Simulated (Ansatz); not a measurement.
# GaO: the cost of one run

Method: DFT PBE, scalar-relativistic, plane waves, PAW, in Ansatz 0.2.0.

1 further run of the same task is left out (set aside as unsound or not needed). Runs told in other sessions of the task aren't counted.

## Step 1: Starting point

Symmetry: P-6m2, No. 187, hexagonal system. Conventional cell: a = 3.101 Å, b = 3.101 Å, c = 14.663 Å, α = 90.00°, β = 90.00°, γ = 120.00°. Around Ga (site symmetry 3m) lie 3 O at 1.93 Å. Around O (site symmetry 3m) lie 3 Ga at 1.93 Å.

Structure file:

```cif
data_structure
_symmetry_space_group_name_H-M 'P 1'
_symmetry_Int_Tables_number 1
_cell_length_a 3.1008
_cell_length_b 3.1008
_cell_length_c 14.6629
_cell_angle_alpha 90.000
_cell_angle_beta 90.000
_cell_angle_gamma 120.000
_cell_volume 122.10
loop_
_atom_site_label
_atom_site_type_symbol
_atom_site_fract_x
_atom_site_fract_y
_atom_site_fract_z
_atom_site_occupancy
Ga1 Ga 0.33333 0.66667 0.41459 1
Ga2 Ga 0.33333 0.66667 0.58541 1
Ga3 Ga 0.00000 0.00000 0.08542 1
Ga4 Ga 0.00000 0.00000 0.91458 1
O1 O 0.66667 0.33333 0.13530 1
O2 O 0.66667 0.33333 0.86470 1
O3 O 0.00000 0.00000 0.36468 1
O4 O 0.00000 0.00000 0.63532 1
```

This is a trial structure built by rule; it need not be a known or stable form of this composition.

This cell was relaxed beforehand with the same method: volume 15.26 Å³/atom, gap on the mesh 1.32 eV.

It is a trial structure (swap of Se by O in GaSe), so another structure or a mixture of phases may lie lower.

## Step 2: Relaxing at 3 GPa

What is minimised here is the enthalpy; the energy can go up as the cell is squeezed.

Contents of input.yaml:

```yaml
crystal:
  lattice:
    - [3.1008134152, 0.0, 0.0]
    - [-1.5504067076, 2.68538319, 0.0]
    - [0.0, 0.0, 14.6629063548]
  atoms:
    - { symbol: Ga, position: [0.3333333333, 0.6666666667, 0.4145853932] }
    - { symbol: Ga, position: [0.3333333333, 0.6666666667, 0.5854146068] }
    - { symbol: Ga, position: [0.0, 0.0, 0.0854153237] }
    - { symbol: Ga, position: [0.0, 0.0, 0.9145846763] }
    - { symbol: O, position: [0.6666666667, 0.3333333333, 0.1352978256] }
    - { symbol: O, position: [0.6666666667, 0.3333333333, 0.8647021744] }
    - { symbol: O, position: [0.0, 0.0, 0.3646762289] }
    - { symbol: O, position: [0.0, 0.0, 0.6353237711] }
basis:
  ecutwfc: 420
kpoints:
  mp_grid: { grid: [12, 12, 2] }
hamiltonian:
  xc: pbe
scf:
  occupations: { method: fixed }
output:
  forces: true
  stress: true
  eigenvalues: true
relax:
  adjacent_minimum: "off"
  f_tol: 0.001
  max_steps: 60
  cell: { stress_tol: 0.02, p_target: 3.0 }
```

Started as:

```console
$ ansatz run input.yaml --threads 2 --pin off --max-ram 6144MiB --backend cpu --events-out ev --progress --plain --runs-dir out
```

What time and memory should one allow on 2 threads of Intel Xeon 6975P-C (Granite Rapids), shared host?

About 74 s, with a peak of 0.49 GiB.
